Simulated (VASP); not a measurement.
# Si2Mo (I4/mmm) in VASP: a series of runs, part 2 of 2

VASP 6.6.1. The steps go on from the part before.

### Step 4. Band structure, r2SCAN

The input, INCAR:

```
SYSTEM = Si2Mo
PREC = Accurate
ENCUT = 520
EDIFF = 1E-6
ISMEAR = 1
SIGMA = 0.1
LREAL = .False.
LASPH = .True.
NELM = 80
ALGO = Normal
ISIF = 2
LWAVE = .False.
LCHARG = .False.
LMAXMIX = 4
METAGGA = R2SCAN
LMIXTAU = .True.
KPAR = 4
```

The input, KPOINTS:

```
regular mesh
0
Gamma
  16 16 16
  0 0 0
```

The input, POSCAR:

```
Si2Mo                                   
1.0
   -1.5959480887      1.5959480887      3.9120600011
    1.5959480887     -1.5959480887      3.9120600011
    1.5959480887      1.5959480887     -3.9120600011
  Si              Mo            
     2     1
Direct
     0.3350752359360774    0.3350752359360774    0.0000000000000000
     0.6649247640639225    0.6649247640639225    0.0000000000000000
     0.0000000000000000    0.0000000000000000    0.0000000000000000
```

KPOINTS_OPT is that of step 3.

Potentials or basis: VASP PAW PBE potentials, release 64 (Si, Mo_sv).

Run with:

```console
> cat potpaw_PBE.64/Si/POTCAR potpaw_PBE.64/Mo_sv/POTCAR > POTCAR
> mpirun -np 4 vasp_std > vasp.out
```

Wall time 6.6 min (4 MPI ranks of AMD EPYC 9R45 (Zen 5), shared host); peak memory 0.45 GiB.

It converged, with:

```yaml
Free_energy: -45.0144 eV
Pressure: 1.5 GPa
Largest_force: 0.020 eV/Å
Band_gap_along_the_path: none (metal or under the smearing width)
```

Forces on the atoms (eV/Å):
```
Si   0.000  0.000  0.020
Si   0.000  0.000 -0.020
Mo   0.000  0.000  0.000
```

Stress tensor (GPa, compression positive):
```
2.01 0.00 0.00
0.00 2.01 0.00
0.00 0.00 0.51
```

Levels at the corners of the path, in eV from the Fermi level:
```
point  band 7  band 8  band 9  band 10  band 11  band 12  band 13  band 14  band 15
    Γ   -3.52   -3.16   -2.83    -2.83     0.36     3.36     3.51     3.71     3.71
    X   -6.07   -5.38   -4.75    -3.31    -1.39     2.62     3.03     3.40     3.56
    X   -6.07   -5.38   -4.75    -3.31    -1.39     2.62     3.03     3.40     3.56
    Y   -5.96   -4.76   -4.00    -3.18    -1.97     2.03     2.22     2.89     5.15
    Y   -5.96   -4.76   -4.00    -3.18    -1.97     2.03     2.22     2.89     5.15
    S   -7.30   -2.93   -2.69    -2.47    -0.46     1.72     3.20     3.83     4.93
    S   -7.30   -2.93   -2.69    -2.47    -0.46     1.72     3.20     3.83     4.92
    Γ   -3.52   -3.16   -2.83    -2.83     0.36     3.36     3.51     3.71     3.71
    Γ   -3.52   -3.16   -2.83    -2.83     0.36     3.36     3.51     3.71     3.71
    Z   -3.69   -2.30   -0.63    -0.63    -0.56    -0.56     0.50     5.09     5.85
    Z   -3.69   -2.30   -0.63    -0.63    -0.56    -0.56     0.50     5.09     5.85
   S1   -7.30   -2.93   -2.69    -2.47    -0.46     1.72     3.20     3.83     4.92
   S1   -7.30   -2.93   -2.69    -2.47    -0.46     1.72     3.20     3.83     4.92
    N   -5.26   -4.86   -2.79    -2.71    -0.57     2.54     3.28     4.45     4.48
    N   -5.26   -4.86   -2.79    -2.71    -0.57     2.54     3.28     4.45     4.48
    P   -6.73   -6.47   -2.93    -2.29    -2.29     0.48     2.62     4.23     4.23
    P   -6.73   -6.47   -2.93    -2.29    -2.29     0.48     2.62     4.23     4.23
   Y1   -5.96   -4.76   -4.00    -3.18    -1.97     2.03     2.22     2.89     5.15
   Y1   -5.96   -4.76   -4.00    -3.18    -1.97     2.03     2.22     2.89     5.15
    Z   -3.69   -2.30   -0.63    -0.63    -0.56    -0.56     0.50     5.09     5.85
    X   -6.07   -5.38   -4.75    -3.31    -1.39     2.62     3.03     3.40     3.56
    P   -6.73   -6.47   -2.93    -2.29    -2.29     0.48     2.62     4.23     4.23
```

Caveat: the PAW data sets were made with another functional, which shifts forces and pressure a little.

### Step 5. Band structure, PBE, spin-orbit coupling, no magnetisation

INCAR: that of step 4 with these lines changed.

```diff
@@ -13,5 +13,9 @@
 LCHARG = .False.
+LNONCOLLINEAR = .True.
+MAGMOM = 0 0 0 0 0 0 0 0 0
+LORBIT = 11
+LSORBIT = .True.
+GGA_COMPAT = .False.
 LMAXMIX = 4
-METAGGA = R2SCAN
-LMIXTAU = .True.
+GGA = PE
 KPAR = 4
```

KPOINTS is that of step 4.

POSCAR is that of step 4.

KPOINTS_OPT is that of step 4.

Run with:

```console
> cat potpaw_PBE.64/Si/POTCAR potpaw_PBE.64/Mo_sv/POTCAR > POTCAR
> mpirun -np 4 vasp_ncl > vasp.out
```

Run time: 6 min. Hardware: 4 MPI ranks of AMD EPYC 9R45 (Zen 5), shared host; peak memory 1.2 GiB.

Results (log left out):

| Quantity | Value |
| --- | --- |
| Free energy | -23.3461 eV |
| Pressure | 4.9 GPa |
| Largest force | 0.049 eV/Å |
| Valence electrons inside the program's atomic spheres | Si 1.62; Mo 12.70 |

Forces on the atoms (eV/Å):
```
Si   0.000  0.000 -0.049
Si   0.000  0.000  0.049
Mo   0.000  0.000  0.000
```

### Step 6. Density of states, PBE

POSCAR is that of step 5.

The input, INCAR.step1:

```
SYSTEM = Si2Mo
ALGO = Normal
EDIFF = 1E-6
ENCUT = 520
GGA = PE
ISIF = 2
ISMEAR = 1
KPAR = 4
LASPH = .True.
LCHARG = .True.
LMAXMIX = 4
LREAL = .False.
LWAVE = .False.
NELM = 80
PREC = Accurate
SIGMA = 0.1
```

The input, KPOINTS.step1:

```
k-points
0
Gamma
  16 16 16
  0 0 0
```

The input, INCAR.step2:

```
SYSTEM = Si2Mo
ALGO = Normal
EDIFF = 1E-6
ENCUT = 520
GGA = PE
ICHARG = 11
ISIF = 2
ISMEAR = -5
KPAR = 4
LASPH = .True.
LCHARG = .False.
LMAXMIX = 4
LORBIT = 10
LREAL = .False.
LWAVE = .False.
NEDOS = 2001
NELM = 80
PREC = Accurate
SIGMA = 0.1
```

The input, KPOINTS.step2:

```
k-points
0
Gamma
  24 24 24
  0 0 0
```

Potentials or basis: VASP PAW PBE potentials, release 64 (Si, Mo_sv).

Run with:

```console
> cat potpaw_PBE.64/Si/POTCAR potpaw_PBE.64/Mo_sv/POTCAR > POTCAR
> cp INCAR.step1 INCAR
> cp KPOINTS.step1 KPOINTS
> mpirun -np 4 vasp_std > vasp.out
> cp INCAR.step2 INCAR
> cp KPOINTS.step2 KPOINTS
> mpirun -np 4 vasp_std > vasp.out
```

OUTCAR:

```text
SYSTEM = Si2Mo
   EDIFF = 1E-6
   ENCUT = 520
   GGA = PE
   ICHARG = 11
   ISIF = 2
   ISMEAR = -5
   LASPH = .True.
   LORBIT = 10
   LREAL = .False.
   NELM = 80
   PREC = Accurate

 ion  position               nearest neighbor table
   1  0.335  0.335  0.000-   2 2.58   3 2.60   3 2.60   3 2.60   3 2.60   2 2.62   2 2.62   2 2.62
                             2 2.62   3 2.62
   2  0.665  0.665  0.000-   1 2.58   3 2.60   3 2.60   3 2.60   3 2.60   1 2.62   1 2.62   1 2.62
                             1 2.62   3 2.62
   3  0.000  0.000  0.000-   2 2.60   2 2.60   2 2.60   1 2.60   2 2.60   1 2.60   1 2.60   1 2.60
                             1 2.62   2 2.62

  LATTYP: Found a body centered tetragonal cell.
 ALAT       =     3.1918961774
 C/A-ratio  =     2.4512451431

  Lattice vectors:

 A1 = (  -1.5959480887,   1.5959480887,   3.9120600011)
 A2 = (   1.5959480887,  -1.5959480887,   3.9120600011)
 A3 = (   1.5959480887,   1.5959480887,  -3.9120600011)

Analysis of symmetry for initial positions (statically):
=====================================================================
 Subroutine PRICEL returns:
 Original cell was already a primitive cell.

 Routine SETGRP: Setting up the symmetry group for a
 body centered tetragonal supercell.

 Subroutine GETGRP returns: Found 16 space group operations
 (whereof 16 operations were pure point group operations)
 out of a pool of 16 trial point group operations.

The static configuration has the point symmetry D_4h.

Analysis of symmetry for dynamics (positions and initial velocities):
=====================================================================
 Subroutine PRICEL returns:
 Original cell was already a primitive cell.

 Routine SETGRP: Setting up the symmetry group for a
 body centered tetragonal supercell.

 Subroutine GETGRP returns: Found 16 space group operations
 (whereof 16 operations were pure point group operations)
 out of a pool of 16 trial point group operations.

The dynamic configuration has the point symmetry D_4h.

 Subroutine INISYM returns: Found 16 space group operations
 (whereof 16 operations are pure point group operations),
 and found     1 'primitive' translations

----------------------------------------------------------------------------------------

                                     Primitive cell

  volume of cell :      39.8569

  direct lattice vectors                    reciprocal lattice vectors
    -1.595948089  1.595948089  3.912060001     0.000000000  0.313293398  0.127809901
     1.595948089 -1.595948089  3.912060001     0.313293398  0.000000000  0.127809901
     1.595948089  1.595948089 -3.912060001     0.313293398  0.313293398  0.000000000

  length of vectors
     4.516449275  4.516449275  4.516449275     0.338360938  0.338360938  0.443063773

  position of ions in fractional coordinates (direct lattice)
     0.335075236  0.335075236  0.000000000
     0.664924764  0.664924764  0.000000000
     0.000000000  0.000000000  0.000000000

  ion indices of the primitive-cell ions
   primitive index   ion index
                 1           1
                 2           2
                 3           3

----------------------------------------------------------------------------------------

 KPOINTS: k-points

Automatic generation of k-mesh.
 Grid dimensions read from file:
 generate k-points for:   24   24   24
[... 61 lines left out ...]
   LNONCOLLINEAR =      F non collinear calculations
   LSORBIT =      F    spin-orbit coupling
   LASPH  =      T    aspherical Exc in radial PAW
   ENCUT  =  520.0 eV  38.22 Ry    6.18 a.u.   8.40  8.40  8.40*2*pi/ulx,y,z
   NELM   =     80;   NELMIN=  2; NELMDL=  0     # of ELM steps
   EDIFF  = 0.1E-05   stopping-criterion for ELM
   LREAL  =      F    real-space projection
   EDIFFG = 0.1E-04   stopping-criterion for IOM
   NSW    =      0    number of steps for IOM
   IBRION =     -1    ionic relax: 0-MD 1-quasi-New 2-CG
   NFREE  =      0    steps in history (QN), initial steepest desc. (CG)
   ISIF   =      2    stress and relaxation
   ISYM   =      2    0-nonsym 1-usesym 2-fastsym
   POTIM  = 0.5000    time-step for ionic-motion
   TEBEG  =    0.0;   TEEND  =   0.0 temperature during run
   PSTRESS=    0.0 pullay stress
   NELECT =      22.0000    total number of electrons
   NUPDOWN=      -1.0000    fix difference up-down
   EMIN   =  10.00;   EMAX   =-10.00  energy-range for DOS
   EFERMI =   0.00;   METHOD = LEGACY
   ISMEAR =    -5;   SIGMA  =   0.10  broadening in eV -4-tet -1-fermi 0-gaus
   EFERMI_NEDOS =   21; number of points for ismear=-14 and -15
   IALGO  =     38    algorithm
   IMIX   =      4    mixing-type and parameters
     AMIX     =   0.40;   BMIX     =  1.00
     AMIX_MAG =   1.60;   BMIX_MAG =  1.00
  volume/ion in A,a.u.               =      13.29        89.66
  Fermi-wavevector in a.u.,A,eV,Ry     =   1.342914  2.537739 24.536975  1.803417
  Thomas-Fermi vector in A             =   2.471029
   LORBIT       =     10    0 simple, 1 ext, 2 COOP (PROOUT), +10 PAW based schemes
   GGA     = PE    functional components
   LHFCALC =     F    Hartree Fock is set to
   AEXX    =    0.0000 exact exchange contribution
   IVDW    =     0    specifies the selected vdW correction
   LEPSILON=     F    determine dielectric tensor
   LRPA    =     F    only Hartree local field effects (RPA)
 non-spin polarized calculation
 Fermi weights with tetrahedron method with Bloechl corrections
  energy-cutoff  :      520.00
  volume of cell :       39.86
 maximum number of plane-waves:      1104
 NGX is ok and might be reduce to    36

 number of electron      22.0000000 magnetization

 Free energy of the ion-electron system (eV)
  ---------------------------------------------------
  ext. energy  EPLUGINS =         0.00000000
  ---------------------------------------------------
  free energy    TOTEN  =       -23.24769632 eV

  energy without entropy =      -23.24769632  energy(sigma->0) =      -23.24769632

 E-fermi :  12.3958     XC(G=0): -12.4728

 val. band max:       12.4190701793   @ k =  -0.1250  -0.2083   0.1250
 cond. band min:      12.3669227596   @ k =  -0.4583  -0.4583   0.2917
 fundamental gap:     -0.0521474196
 Fermi energy:        12.3957856827

 k-point     1 :       0.0000    0.0000    0.0000
  band No.  band energies     occupation
      1     -48.3058      2.00000
      2     -22.4637      2.00000
      3     -22.3830      2.00000
      4     -22.3830      2.00000
      5      -1.0928      2.00000
      6       5.9526      2.00000
      7       8.9913      2.00000
      8       9.3066      2.00000
      9       9.7617      2.00000
     10       9.7617      2.00000
     11      12.7760      0.00000
     12      15.5666      0.00000
     13      15.6141      0.00000
     14      15.9471      0.00000
[... 401 lines left out ...]
      2     -22.6429      2.00000
      3     -22.4432      2.00000
      4     -22.3625      2.00000
      5       2.3678      2.00000
      6       3.3139      2.00000
      7       7.2681      2.00000
      8       8.0092      2.00000
      9       9.8177      2.00000
     10       9.8765      2.00000
     11      11.7907      2.00000
     12      14.6251      0.00000
     13      15.2860      0.00000
     14      16.3941      0.00000
     15      16.8883      0.00000

 [... further k-points ...]

------------------------ aborting loop because EDIFF is reached ----------------------------------------

  FORCE on cell =-STRESS in cart. coord.  units (eV):
  Direction    XX          YY          ZZ          XY          YZ          ZX
  --------------------------------------------------------------------------------------
  -------------------------------------------------------------------------------------
  Total        1.2306323      1.2306323      1.2174403      0.0000000      0.0000000      0.0000000
  in kB       49.4693139     49.4693139     48.9390180      0.0000000      0.0000000      0.0000000
  external PRESSURE =      49.2925486 kB  Pullay stress =       0.0000000 kB

 VOLUME and BASIS-vectors are now :
 -----------------------------------------------------------------------------
  energy-cutoff  :      520.00
  volume of cell :       39.86
      direct lattice vectors                 reciprocal lattice vectors
    -1.595948089  1.595948089  3.912060001     0.000000000  0.313293398  0.127809901
     1.595948089 -1.595948089  3.912060001     0.313293398  0.000000000  0.127809901
     1.595948089  1.595948089 -3.912060001     0.313293398  0.313293398  0.000000000

 POSITION                                       TOTAL-FORCE (eV/Angst)
 -----------------------------------------------------------------------------------
      0.00000      0.00000      2.62167        -0.000000     -0.000000     -0.042366
      0.00000      0.00000      5.20245         0.000000      0.000000      0.042366
      0.00000      0.00000      0.00000         0.000000      0.000000      0.000000
 -----------------------------------------------------------------------------------
    total drift:                               -0.000000      0.000000     -0.000000

  FREE ENERGIE OF THE ION-ELECTRON SYSTEM (eV)
  ---------------------------------------------------
  free  energy   TOTEN  =       -23.2476963172 eV

  energy  without entropy=      -23.2476963172  energy(sigma->0) =      -23.24769632

 total charge

# of ion       s       p       d       tot
------------------------------------------
    1        0.741   0.884   0.000   1.625
    2        0.741   0.884   0.000   1.625
    3        2.288   6.211   4.201  12.700
--------------------------------------------------
tot          3.770   7.979   4.201  15.950
```

Run time: 2.3 min. Hardware: 4 MPI ranks of AMD EPYC 9R45 (Zen 5), shared host; peak memory 0.7 GiB.

What came out:

```yaml
Valence_electrons_inside_the_program's_atomic_spheres: Si 1.62; Mo 12.70
```

States per cell in windows of 1 eV (zero at the Fermi level; states under -8 eV left out):
| from (eV) | total | Mo3_d | Si1_p | Si2_p | Si1_s | Si2_s | Mo3_s |
| --- | --- | --- | --- | --- | --- | --- | --- |
| -8.0 | 0.60 | 0.09 | 0.03 | 0.03 | 0.07 | 0.07 | 0.01 |
| -7.0 | 0.74 | 0.13 | 0.07 | 0.07 | 0.03 | 0.03 | 0.03 |
| -6.0 | 1.18 | 0.20 | 0.13 | 0.13 | 0.02 | 0.02 | 0.04 |
| -5.0 | 0.87 | 0.21 | 0.07 | 0.07 | 0.04 | 0.04 | 0.03 |
| -4.0 | 1.61 | 0.57 | 0.11 | 0.11 | 0.04 | 0.04 | 0.05 |
| -3.0 | 3.71 | 1.65 | 0.25 | 0.25 | 0.03 | 0.03 | 0.03 |
| -2.0 | 1.59 | 0.70 | 0.11 | 0.11 | 0.01 | 0.01 | 0.00 |
| -1.0 | 0.69 | 0.47 | 0.02 | 0.02 | 0.00 | 0.00 | 0.00 |
| 0.0 | 0.55 | 0.27 | 0.03 | 0.03 | 0.02 | 0.02 | 0.00 |
| 1.0 | 1.46 | 0.77 | 0.08 | 0.08 | 0.05 | 0.05 | 0.01 |
| 2.0 | 2.12 | 1.08 | 0.11 | 0.11 | 0.10 | 0.10 | 0.02 |
| 3.0 | 1.86 | 0.67 | 0.11 | 0.11 | 0.05 | 0.05 | 0.08 |
| 4.0 | 1.62 | 0.47 | 0.13 | 0.13 | 0.04 | 0.04 | 0.09 |
| 5.0 | 0.39 | 0.06 | 0.04 | 0.04 | 0.01 | 0.01 | 0.01 |
| 6.0 | 0.01 | 0.00 | 0.00 | 0.00 | 0.00 | 0.00 | 0.00 |
| 7.0 | 0.00 | 0.00 | 0.00 | 0.00 | 0.00 | 0.00 | 0.00 |

Caveat: tetrahedron occupations give inexact forces and stress in metals.

### Step 7. Summary

| task | level | potentials or basis | spin | k mesh for the DOS | occupations for the DOS | pressure (GPa) | largest force (eV/Å) |
| --- | --- | --- | --- | --- | --- | --- | --- |
| band structure | PBE | VASP PAW PBE potentials, release 64 (Si, Mo_sv) | off | - | - | 4.9 | 0.05 |
| band structure | LDA | VASP PAW LDA potentials, release 64 (Si, Mo_sv) | off | - | - | -3.2 | 0.06 |
| band structure | r2SCAN | VASP PAW PBE potentials, release 64 (Si, Mo_sv) | off | - | - | 1.5 | 0.02 |
| band structure | PBE | VASP PAW PBE potentials, release 64 (Si, Mo_sv) | SOC, no magnetisation | - | - | 4.9 | 0.05 |
| density of states | PBE | VASP PAW PBE potentials, release 64 (Si, Mo_sv) | off | 24 × 24 × 24 | tetrahedron | - | - |

Alike in all rows: cell as given; k mesh 16 × 16 × 16; cutoff (eV) 520; smearing methfessel-paxton 0.1 eV.

Caveats: the PAW data sets were made with another functional, which shifts forces and pressure a little (some runs); tetrahedron occupations give inexact forces and stress in metals (some runs).

Absolute energies hang on the potentials; compare differences alone.
